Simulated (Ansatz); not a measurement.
Runs of Ansatz 0.2.0 on ZnS. It takes space group F-43m (No. 216, cubic). Conventional cell: a = 5.404 Å, b = 5.404 Å, c = 5.404 Å, α = 90.00°, β = 90.00°, γ = 90.00°. Zn (site symmetry -43m) has 4 S at 2.34 Å as nearest neighbours. S (site symmetry -43m) is surrounded by 4 Zn at 2.34 Å. 

```csv
task,level,potentials or basis,cell,cutoff (eV),smearing,points for each segment of the path,gap on the mesh (eV),pressure (GPa),V0 of scaled cells (Å³/atom),relaxed volume (Å³/atom),B0 (GPa)
Born charges and dielectric tensor,PBEsol,Ansatz PAW,as given,420,fixed,-,1.97,-,-,-,-
band structure,LDA,JTH PAW LDA,as given,960,fermi-dirac 0.05 eV,14,(c),-4.6,-,-,-
band structure,PBEsol,Ansatz PAW,as given,420,fermi-dirac 0.05 eV,14,1.97,-2.0,-,-,-
single point,PBE,Ansatz PAW,as given,350,fermi-dirac 0.05 eV,-,2.11,1.7,-,-,-
equation of state,PBE,SPMS NC,as given,816,fermi-dirac 0.05 eV,-,-,-,(b),-,70
equation of state,PBE,Ansatz PAW small core,as given,420,fermi-dirac 0.05 eV,-,-,-,20.16,-,70
relaxation of cell and atoms,r2SCAN+D4,Ansatz PAW,relaxed,500,fermi-dirac 0.05 eV,-,2.76,0.0,-,(a),-
relaxation of cell and atoms,revPBE,Ansatz PAW,relaxed,420,fermi-dirac 0.05 eV,-,(d),0.0,-,20.71,-
```

Alike in all rows: no spin polarisation; k mesh 9 × 9 × 9.

Task: Estimate the missing entries.

Result: (a) 19.34; (b) 20.22; (c) 1.85; (d) 2.03.

Caveats: odd divisions of the mesh miss points on the zone boundary, where band edges often lie, so the gap on the mesh can be too wide (some runs); the PAW data sets come from PBE, with cores solved anew for the run's functional, which leaves a small shift of forces and pressure (some runs); the plane-wave basis is chosen anew once the cell has moved, so the energies of steps on either side of that aren't comparable (some runs); the cutoff lies under the one recommended for these potentials (some runs).

A k mesh can miss the band edges.
